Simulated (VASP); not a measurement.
Here is the system:

```xyz
3
Lattice="0.0000 2.8831 2.8831 2.9407 0.0000 2.8831 2.9407 2.8831 0.0000" Properties=species:S:1:pos:R:3 pbc="T T T"
Sr     0.0000     0.0000     0.0000
F      1.4704     1.4415     1.4415
F      4.4111     4.3246     4.3246
```

Method: PBEsol GGA, VASP's PBE PAW potentials (set 64) (plane waves; VASP). Settings: 600 eV cut-off, 6×6×6 Γ-centred mesh, Gaussian smearing of 0.050 eV, potentials Sr_sv F.

Question: Give the stress tensor in GPa (positive for a compressed cell).

Answer: 
```
-2.45   0.00   0.00
 0.00  -0.90   0.00
 0.00   0.00  -0.90
```
The pressure is its mean diagonal, -1.42 GPa.

The compound is SrF2 in the fluorite structure. This cell was strained or had an atom moved on purpose.
